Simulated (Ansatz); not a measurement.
# Cu: other elements on the same sites

The task here is to estimate one member of a computed series from the others.

Computed with Ansatz 0.2.0 (DFT PBE, scalar-relativistic, plane waves, PAW, unless a step's input says otherwise).

1 further run of the same task is left out (set aside as unsound or not needed).

## The starting structure

Symmetry: Fm-3m, No. 225, cubic system. Conventional cell: a = 3.630 Å, b = 3.630 Å, c = 3.630 Å, α = 90.00°, β = 90.00°, γ = 90.00°. Cu (site symmetry m-3m) has 12 Cu at 2.57 Å as nearest neighbours.

Coordinates:

```cif
data_structure
_symmetry_space_group_name_H-M 'Fm-3m'
_symmetry_Int_Tables_number 225
_cell_length_a 3.6298
_cell_length_b 3.6298
_cell_length_c 3.6298
_cell_angle_alpha 90.000
_cell_angle_beta 90.000
_cell_angle_gamma 90.000
_cell_volume 47.82
loop_
_atom_site_label
_atom_site_type_symbol
_atom_site_symmetry_multiplicity
_atom_site_Wyckoff_symbol
_atom_site_fract_x
_atom_site_fract_y
_atom_site_fract_z
_atom_site_occupancy
Cu1 Cu 4 a 0.00000 0.00000 0.00000 1
```

It goes back to an entry of the Materials Project.

It is the result of an earlier relaxation at this level (volume 11.96 Å³/atom; gap on the mesh: none (metal)).

Set-up of the first run:

Input file input.yaml:

```yaml
crystal:
  lattice:
    - [0.0, 1.7405332719, 1.7405332719]
    - [1.7405332719, 0.0, 1.7405332719]
    - [1.7405332719, 1.7405332719, 0.0]
  atoms:
    - { symbol: Ni, position: [0.0, 0.0, 0.0], spin: 2.0 }
basis:
  ecutwfc: 420
kpoints:
  mp_grid: { grid: [8, 8, 8] }
hamiltonian:
  xc: pbe
scf:
  occupations: { method: gaussian, width: 0.1 }
  lower_state_search: "off"
output:
  forces: true
  stress: true
  eigenvalues: true
  populations: true
magnetization:
  spin_polarized: true
```

Launch:

```bash
$ ansatz run input.yaml --threads 1 --pin off --max-ram 2560MiB --backend cpu --events-out ev --progress --plain --runs-dir out
```

Steps of the session up to this table: A first look at the start (Ni); The relaxation (Ni).

One of the session's tables, all rows but one given; the rest of the session is left out.

Lengths are those of the vectors of the cell that was run:

```
   swap  volume (Å³/atom)  a (Å)  b (Å)  c (Å)
   none             11.96  2.567  2.567  2.567
Cu → Ca             42.17  3.907  3.907  3.907
Cu → Au             17.97  2.940  2.940  2.940
Cu → Ba             63.99  4.490  4.490  4.490
Cu → Li             20.19  3.056  3.056  3.056
Cu → Ni                 ?      ?      ?      ?
Cu → Ag             17.83  2.933  2.933  2.933
```

**Question.** Estimate the row for Cu → Ni.

**Answer.** volume (Å³/atom): 10.89; a (Å): 2.488; b (Å): 2.488; c (Å): 2.488. In the column «volume (Å³/atom)» it is the lowest.

Lengths are those of the computed cell. Rows of earlier swaps come from the sessions before.
